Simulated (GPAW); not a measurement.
# Cr (Im-3m) in GPAW: settings compared, part 3 of 3

GPAW 26.7.0.

## 5. Density of states, r4SCAN (volume scaled by 0.96)

Input file run.py:

```python
import numpy as np
import spglib
from ase import Atoms
from ase.dft.bandgap import bandgap
from ase.io import read, write
from ase.units import GPa
from gpaw import GPAW, PW

atoms = read('Cr.cif')
cell, positions, numbers = spglib.find_primitive(
    (atoms.cell[:], atoms.get_scaled_positions(), atoms.numbers), symprec=1e-4)
atoms = Atoms(numbers, cell=cell, scaled_positions=positions, pbc=True)

calc = GPAW(mode=PW(600),
            xc='MGGA_X_R4SCAN+MGGA_C_R2SCAN',
            kpts={'size': (13, 13, 13), 'gamma': True},
            occupations={'name': 'fermi-dirac', 'width': 0.05},
            setups={'Cr': 'v3'},
            nbands=-8,
            convergence={'density': 1e-05, 'energy': 1e-05},
            maxiter=150,
            txt='gpaw.txt')
atoms.calc = calc
energy = atoms.get_potential_energy()
forces = atoms.get_forces()
stress = atoms.get_stress()
calc.write('gs.gpw')
write('result.traj', atoms)
print(f'Energy: {energy:.6f} eV')
print('Forces (eV/A):')
print(forces.round(4))
print('Stress (GPa):', (stress / GPa).round(3))
print('Fermi level:', round(calc.get_fermi_level(), 4), 'eV')
print(f'Gap: {bandgap(calc)[0]:.4f} eV, direct: {bandgap(calc, direct=True)[0]:.4f} eV')

dense = calc.fixed_density(kpts={'size': (19, 19, 19), 'gamma': True}, update_fermi_level=True,
                           nbands=-15, convergence={'bands': 'CBM+6.0', 'eigenstates': 1e-6}, txt='dos.txt')
ef = dense.get_fermi_level()
dos = dense.dos(shift_fermi_level=False)
energies = np.linspace(ef - 14, ef + 6, 401)
spins = [None]
columns = [energies] + [dos.raw_dos(energies, spin=s, width=0.0) for s in spins]
for symbol, l in [('Cr', 0), ('Cr', 1), ('Cr', 2)]:
    for s in spins:
        columns.append(sum(dos.raw_pdos(energies, a=a.index, l=l, spin=s, width=0.0)
                           for a in atoms if a.symbol == symbol))
np.savetxt('dos.dat', np.array(columns).T, fmt='%.4f')
print('Fermi level on the dense mesh:', round(ef, 4), 'eV')
```

Input file Cr.cif:

```cif
data_Cr
_cell_length_a 2.92877417
_cell_length_b 2.92877417
_cell_length_c 2.92877417
_cell_angle_alpha 90.00000000
_cell_angle_beta 90.00000000
_cell_angle_gamma 90.00000000
_space_group_name_H-M_alt 'Im-3m'
_space_group_name_Hall '-I 4 2 3'
_space_group_IT_number 229
loop_
_space_group_symop_operation_xyz
'x,y,z'
'-x,-y,-z'
'-y,x,z'
'y,-x,-z'
'-x,-y,z'
'x,y,-z'
'y,-x,z'
'-y,x,-z'
'x,-y,-z'
'-x,y,z'
'-y,-x,-z'
'y,x,z'
'-x,y,-z'
'x,-y,z'
'y,x,-z'
'-y,-x,z'
'z,x,y'
'-z,-x,-y'
'z,-y,x'
'-z,y,-x'
'z,-x,-y'
'-z,x,y'
'z,y,-x'
'-z,-y,x'
'-z,x,-y'
'z,-x,y'
'-z,-y,-x'
'z,y,x'
'-z,-x,y'
'z,x,-y'
'-z,y,x'
'z,-y,-x'
'y,z,x'
'-y,-z,-x'
'x,z,-y'
'-x,-z,y'
'-y,z,-x'
'y,-z,x'
'-x,z,y'
'x,-z,-y'
'-y,-z,x'
'y,z,-x'
'-x,-z,-y'
'x,z,y'
'y,-z,-x'
'-y,z,x'
'x,-z,y'
'-x,z,-y'
'x+1/2,y+1/2,z+1/2'
'-x+1/2,-y+1/2,-z+1/2'
'-y+1/2,x+1/2,z+1/2'
'y+1/2,-x+1/2,-z+1/2'
'-x+1/2,-y+1/2,z+1/2'
'x+1/2,y+1/2,-z+1/2'
'y+1/2,-x+1/2,z+1/2'
'-y+1/2,x+1/2,-z+1/2'
'x+1/2,-y+1/2,-z+1/2'
'-x+1/2,y+1/2,z+1/2'
'-y+1/2,-x+1/2,-z+1/2'
'y+1/2,x+1/2,z+1/2'
'-x+1/2,y+1/2,-z+1/2'
'x+1/2,-y+1/2,z+1/2'
'y+1/2,x+1/2,-z+1/2'
'-y+1/2,-x+1/2,z+1/2'
'z+1/2,x+1/2,y+1/2'
'-z+1/2,-x+1/2,-y+1/2'
'z+1/2,-y+1/2,x+1/2'
'-z+1/2,y+1/2,-x+1/2'
'z+1/2,-x+1/2,-y+1/2'
'-z+1/2,x+1/2,y+1/2'
'z+1/2,y+1/2,-x+1/2'
'-z+1/2,-y+1/2,x+1/2'
'-z+1/2,x+1/2,-y+1/2'
'z+1/2,-x+1/2,y+1/2'
'-z+1/2,-y+1/2,-x+1/2'
'z+1/2,y+1/2,x+1/2'
'-z+1/2,-x+1/2,y+1/2'
'z+1/2,x+1/2,-y+1/2'
'-z+1/2,y+1/2,x+1/2'
'z+1/2,-y+1/2,-x+1/2'
'y+1/2,z+1/2,x+1/2'
'-y+1/2,-z+1/2,-x+1/2'
'x+1/2,z+1/2,-y+1/2'
'-x+1/2,-z+1/2,y+1/2'
'-y+1/2,z+1/2,-x+1/2'
'y+1/2,-z+1/2,x+1/2'
'-x+1/2,z+1/2,y+1/2'
'x+1/2,-z+1/2,-y+1/2'
'-y+1/2,-z+1/2,x+1/2'
'y+1/2,z+1/2,-x+1/2'
'-x+1/2,-z+1/2,-y+1/2'
'x+1/2,z+1/2,y+1/2'
'y+1/2,-z+1/2,-x+1/2'
'-y+1/2,z+1/2,x+1/2'
'x+1/2,-z+1/2,y+1/2'
'-x+1/2,z+1/2,-y+1/2'
loop_
_atom_site_label
_atom_site_type_symbol
_atom_site_symmetry_multiplicity
_atom_site_Wyckoff_symbol
_atom_site_fract_x
_atom_site_fract_y
_atom_site_fract_z
_atom_site_occupancy
Cr1 Cr 2 a 0.0000000000 0.0000000000 0.0000000000 1
```

Potentials or basis: GPAW PAW data sets (gpaw-data 1.2.1), newer versions, pw.

Command:

```console
OMP_NUM_THREADS=1 python run.py
```

gpaw.txt:

```text
__  _  _
 | _ |_)|_||  |
 |__||  | ||/\| - 26.7.0

Input parameters:
  mode=PW(ecut=600.0),
  convergence={'density': 1e-05, 'energy': 1e-05},
  kpts=MonkhorstPack(size=(13, 13, 13), gamma=True),
  maxiter=150,
  nbands=-8,
  occupations=Occupations(name='fermi-dirac', width=0.05),
  setups={'Cr': 'v3'},
  xc=XC(name='MGGA_X_R4SCAN+MGGA_C_R2SCAN')

Diagonalizing LCAO Hamiltonian
Converting LCAO to pw mode

       Cr

Atoms  # Å, Bohr magnetons
|   | symbol |        x |        y |        z |    initial magnetic moments |
|---|--------|----------|----------|----------|-----------------------------|
| 0 |     Cr | 0.000000 | 0.000000 | 0.000000 | ( 0.0000,  0.0000,  0.0000) |

Unit cell  # Å
| periodic |         x |         y |         z |  lengths |     angles |
|----------|-----------|-----------|-----------|----------|------------|
|      yes | -1.464387 |  1.464387 |  1.464387 | 2.536393 | 109.471221 |
|      yes |  1.464387 | -1.464387 |  1.464387 | 2.536393 | 109.471221 |
|      yes |  1.464387 |  1.464387 | -1.464387 | 2.536393 | 109.471221 |

Number of symmetries: 48
Symmetry operations  # r_c * U_cc + t_c -> r_c
|    | kind |            matrix            |
|----|------|------------------------------|
|  0 |  σ   |  1, 1, 1,  0, 0,-1,  0,-1, 0 |
|  1 |  C4  |  1, 1, 1,  0, 0,-1, -1, 0, 0 |
|  2 |  C2  |  1, 1, 1,  0,-1, 0,  0, 0,-1 |
|  3 |  S6  |  1, 1, 1,  0,-1, 0, -1, 0, 0 |
|  4 |  S6  |  1, 1, 1, -1, 0, 0,  0, 0,-1 |
|  5 |  C4  |  1, 1, 1, -1, 0, 0,  0,-1, 0 |
|  6 |  E   |  1, 0, 0,  0, 1, 0,  0, 0, 1 |
|  7 |  σ   |  1, 0, 0,  0, 1, 0, -1,-1,-1 |
|  8 |  σ   |  1, 0, 0,  0, 0, 1,  0, 1, 0 |
|  9 |  C3  |  1, 0, 0,  0, 0, 1, -1,-1,-1 |
| 10 |  C3  |  1, 0, 0, -1,-1,-1,  0, 1, 0 |
| 11 |  σ   |  1, 0, 0, -1,-1,-1,  0, 0, 1 |
| 12 |  σ   |  0, 1, 0,  1, 0, 0,  0, 0, 1 |
| 13 |  C2  |  0, 1, 0,  1, 0, 0, -1,-1,-1 |
| 14 |  C3  |  0, 1, 0,  0, 0, 1,  1, 0, 0 |
| 15 |  S4  |  0, 1, 0,  0, 0, 1, -1,-1,-1 |
| 16 |  S4  |  0, 1, 0, -1,-1,-1,  1, 0, 0 |
| 17 |  C3  |  0, 1, 0, -1,-1,-1,  0, 0, 1 |
| 18 |  C3  |  0, 0, 1,  1, 0, 0,  0, 1, 0 |
| 19 |  S4  |  0, 0, 1,  1, 0, 0, -1,-1,-1 |
| 20 |  σ   |  0, 0, 1,  0, 1, 0,  1, 0, 0 |
| 21 |  C3  |  0, 0, 1,  0, 1, 0, -1,-1,-1 |
| 22 |  C2  |  0, 0, 1, -1,-1,-1,  1, 0, 0 |
| 23 |  S4  |  0, 0, 1, -1,-1,-1,  0, 1, 0 |
| 24 |  C4  |  0, 0,-1,  1, 1, 1,  0,-1, 0 |
| 25 |  σ   |  0, 0,-1,  1, 1, 1, -1, 0, 0 |
| 26 |  S6  |  0, 0,-1,  0,-1, 0,  1, 1, 1 |
| 27 |  C2  |  0, 0,-1,  0,-1, 0, -1, 0, 0 |
| 28 |  C4  |  0, 0,-1, -1, 0, 0,  1, 1, 1 |
| 29 |  S6  |  0, 0,-1, -1, 0, 0,  0,-1, 0 |
[... 101 lines left out ...]
  Backstep threshold: 4.0
  History deletion threshold: 6.0
  Fourier metric: weight=20.0, sigma=0.015

occupation numbers:
  Fermi-Dirac:
    width: 0.0500  # eV

poisson solver:
  ecut: 4800.0  # eV

xc functional:
  name: MGGA_X_R4SCAN+MGGA_C_R2SCAN with 2 nearest neighbor stencil

convergence criteria:
- Maximum integral of absolute [dens]ity change: 1e-05 electrons / valence electron
- Maximum [total energy] change in last 3 cyles: 1e-05 eV / valence electron
- Maximum integral of absolute [eigenst]ate change: 4e-08 eV^2 / valence electron
maximum number of iterations: 150

SCF iterations
|iter     | |      energy | eigst |  dens |
|---------|-|-------------|-------|-------|
|iter:   1| |  -22.010104 | +0.21 |       |
|iter:   2| |  -16.026810 | -1.09 | -0.83 |
|iter:   3| |  -15.127047 | -0.99 | -0.92 |
|iter:   4| |  -15.193712 | -1.29 | -1.29 |
|iter:   5| |  -15.229048 | -1.78 | -1.85 |
|iter:   6| |  -15.232926 | -2.64 | -2.25 |
|iter:   7| |  -15.231512 | -3.07 | -2.41 |
|iter:   8| |  -15.231094 | -3.87 | -2.92 |
|iter:   9| |  -15.231083 | -4.48 | -3.93 |
|iter:  10| |  -15.231043c| -4.72 | -3.60 |
|iter:  11| |  -15.231033c| -5.06 | -4.79 |
|iter:  12| |  -15.231024c| -5.41 | -4.30 |
|iter:  13| |  -15.231021c| -5.73 | -5.15c|
|iter:  14| |  -15.231018c| -6.00 | -4.57 |
|iter:  15| |  -15.231017c| -6.34 | -5.17c|
|iter:  16| |  -15.231016c| -6.61 | -5.04c|
|iter:  17| |  -15.231016c| -6.87 | -6.11c|
|iter:  18| |  -15.231016c| -7.13 | -5.15c|
|iter:  19| |  -15.231016c| -7.38 | -5.91c|
|iter:  20| |  -15.231016c| -7.64c| -5.23c|

Converged in 20 steps
Energy contributions relative to reference atoms: (reference = -28586.150033)

Energy contributions:
  Kinetic:          -1.540868
  Coulomb:          -5.072854
  Zero:              0.171092
  External:          0.000000
  Xc:               -8.786757
  Entropy:          -0.003257
  Spinorbit:         0.000000
  ----------------------------
  Free energy:     -15.232644
  Extrapolated:    -15.231016

dipole moment: (-4.764224, -4.764224, -4.764224)  # |e|*Ang

Fermi level: 11.156
Eigenvalues  # (at kpt = [0.000, 0.000, 0.000])
| band index |      eig [eV] | occ [0-2] |
|------------|---------------|-----------|
|          0 |       -63.584 |     2.000 |
|          1 |       -33.293 |     2.000 |
|          2 |       -33.293 |     2.000 |
|          3 |       -33.293 |     2.000 |
|          4 |         2.995 |     2.000 |
|          5 |        10.214 |     2.000 |
|          6 |        10.214 |     2.000 |
|          7 |        10.214 |     2.000 |
|          8 |        12.421 |     0.000 |
|          9 |        12.421 |     0.000 |
|         10 |        33.869 |     0.000 |
|         11 |        33.869 |     0.000 |
|         12 |        33.869 |     0.000 |
|         13 |        40.440 |     0.000 |
|         14 |        40.440 |     0.000 |

No gap
No difference between direct/indirect transitions

Forces  # eV/Ang
|        x |        y |        z |
|----------|----------|----------|
| -0.00000 | -0.00000 | -0.00000 |  # Cr   0

Stress tensor  # eV/Ang^3
|        x |         y |         z |
|----------|-----------|-----------|
| 0.148837 |  0.000000 |  0.000000 |
| 0.000000 |  0.148837 | -0.000000 |
| 0.000000 | -0.000000 |  0.148837 |

# Writing to gs.gpw (mode='')
```

Wall time 3.3 min (1 thread of Arm Neoverse V1, shared host); peak memory 0.48 GiB.

Results:

- Free energy: -15.2326 eV
- Pressure: -23.8 GPa
- Band gap on the k mesh: none (metal or under the smearing width)
- Density of states at the Fermi level: 0.60 states/eV per cell

Levels at points of the mesh, in eV from the Fermi level:
| k point | band 4 | band 5 | band 6 | band 7 | band 8 | band 9 | band 10 | band 11 |
| --- | --- | --- | --- | --- | --- | --- | --- | --- |
| (0.00, 0.00, 0.00) | -44.45 | -8.16 | -0.94 | -0.94 | -0.94 | 1.27 | 1.27 | 22.71 |

States per cell in windows of 1 eV (zero at the Fermi level; states under -8 eV left out):
| from (eV) | total |
| --- | --- |
| -8.0 | 0.05 |
| -7.0 | 0.10 |
| -6.0 | 0.16 |
| -5.0 | 0.40 |
| -4.0 | 1.14 |
| -3.0 | 1.37 |
| -2.0 | 2.06 |
| -1.0 | 0.72 |
| 0.0 | 1.32 |
| 1.0 | 2.84 |
| 2.0 | 0.76 |
| 3.0 | 0.33 |
| 4.0 | 0.28 |
| 5.0 | 0.23 |

Caveat: the PAW data sets were made with another functional, which shifts forces and pressure a little; the run has no spin polarisation, though such a crystal can be magnetic. Spin polarisation is off, so any magnetic state and its effect on volume and gap are missing.

## 6. Atomic charges, PBE+U, collinear spin, random start (cell strained at random at fixed volume)

Input file run.py:

```python
import numpy as np
from ase.dft.bandgap import bandgap
from ase.io import read, write
from ase.units import Bohr, GPa
from gpaw import GPAW, PW
from gpaw.analyse.hirshfeld import HirshfeldPartitioning

atoms = read('POSCAR')
atoms.set_initial_magnetic_moments([2.24])

calc = GPAW(mode=PW(600),
            xc='PBE',
            kpts={'size': (9, 9, 9), 'gamma': True},
            occupations={'name': 'fermi-dirac', 'width': 0.05},
            setups={'Cr': ':d,5.3'},
            nbands=11,
            convergence={'density': 1e-05, 'energy': 1e-05},
            maxiter=150,
            legacy_gpaw=True,
            txt='gpaw.txt')
atoms.calc = calc
energy = atoms.get_potential_energy()
forces = atoms.get_forces()
stress = atoms.get_stress()
calc.write('gs.gpw')
write('result.traj', atoms)
print(f'Energy: {energy:.6f} eV')
print('Forces (eV/A):')
print(forces.round(4))
print('Stress (GPa):', (stress / GPa).round(3))
print('Moments:', calc.get_magnetic_moments().round(3))
print('Fermi level:', round(calc.get_fermi_level(), 4), 'eV')
print(f'Gap: {bandgap(calc)[0]:.4f} eV, direct: {bandgap(calc, direct=True)[0]:.4f} eV')

hirshfeld = HirshfeldPartitioning(calc)
print('Hirshfeld charges:', *np.round(hirshfeld.get_charges(), 4))
print('Hirshfeld volume ratios:', *np.round(hirshfeld.get_effective_volume_ratios(), 4))

# fields on the real-space grid
write('density.cube', atoms, data=calc.get_pseudo_density() * Bohr**3)
write('potential.cube', atoms, data=calc.get_electrostatic_potential())
write('spin.cube', atoms, data=(calc.get_pseudo_density(spin=0) - calc.get_pseudo_density(spin=1)) * Bohr**3)
```

Input file POSCAR:

```
Cr
1.0
   -1.4813870000      1.4804750000      1.4947860000
    1.5170570000     -1.4669910000      1.5169720000
    1.4565860000      1.4421910000     -1.4813020000
Cr
1
Direct
    0.0000000000      0.0000000000      0.0000000000
```

Potentials or basis: GPAW PAW data sets (gpaw-data 1.2.1), pw.

Command:

```console
OMP_NUM_THREADS=1 python run.py
```

Run time: 1.8 min. Hardware: 1 thread of Arm Neoverse V1, shared host; peak memory 0.26 GiB.

Results (log left out):

- Free energy: -5.7820 eV
- Pressure: 75.5 GPa
- Band gap on the k mesh: none (metal or under the smearing width)
- Net moment: 4.54 μB per cell
- Site moments: Cr +3.95 μB

Stress tensor (GPa, compression positive):
```
75.35  2.22 -3.33
 2.22 75.72 -1.46
-3.33 -1.46 75.44
```

Levels at points of the mesh, in eV from the Fermi level:
Spin up:
```csv
k point,band 3,band 4,band 5,band 6,band 7
"(0.00, 0.00, 0.00)",-3.25,-3.08,-1.95,-1.76,11.76
```
Spin down:
| k point | band 1 | band 2 | band 3 | band 4 | band 5 | band 6 |
| --- | --- | --- | --- | --- | --- | --- |
| (0.00, 0.00, 0.00) | -6.84 | 5.71 | 5.92 | 6.14 | 7.93 | 8.22 |

Caveat: the U is typed as a test and isn't derived for this compound. The state reached can hang on the start; a lower one may exist.

## 7. Overview

| task | level | potentials or basis | spin | U | cell | k mesh | older calculator (legacy_gpaw) | maxiter | k mesh for the DOS | dos width | data set | other keys | gap on the mesh (eV) | pressure (GPa) | moment (μB) |
| --- | --- | --- | --- | --- | --- | --- | --- | --- | --- | --- | --- | --- | --- | --- | --- |
| density of states | C09-vdW | JTH PAW 2.0, PBE, pw | collinear, random start | - | volume scaled by 0.96 | 9 × 9 × 9 | yes | 100 | 13 × 13 × 13 | 0.05 eV | Cr jth | several, not listed | none | - | 0.00 |
| relaxation of cell and atoms | PBEsol+U | PAW data sets generated in the run's folder for this functional, pw | collinear, random start | Cr d U = 5.3 eV | relaxed from: volume scaled by 1.08 | 12 × 12 × 12 | - | 150 | - | - | - | - | none | 0.0 | 4.77 |
| equation of state | BLYP+D3(BJ) | PAW data sets generated in the run's folder for this functional, pw | collinear, random start | - | as given | 12 × 12 × 12 | - | 150 | - | - | - | - | - | - | - |
| density of states | r4SCAN | GPAW PAW data sets (gpaw-data 1.2.1), newer versions, pw | off | - | volume scaled by 0.96 | 13 × 13 × 13 | - | 150 | 19 × 19 × 19 | 0 eV | Cr v3 | - | none | -23.8 | - |
| atomic charges | PBE+U | GPAW PAW data sets (gpaw-data 1.2.1), pw | collinear, random start | Cr d U = 5.3 eV | cell strained at random at fixed volume | 9 × 9 × 9 | yes | 150 | - | - | - | - | none | 75.5 | 4.54 |

Alike in all rows: cutoff (eV) 600; smearing fermi-dirac 0.05 eV.

Caveats: the PAW data sets were made with another functional, which shifts forces and pressure a little (some runs); the U is typed as a test and isn't derived for this compound (some runs); the program truncates these outside data sets (some runs); each step starts from the last one's moments, so a moment once lost doesn't come back (some runs); later steps reuse the first step's grids (some runs).

Absolute energies hang on the potentials; compare differences alone.
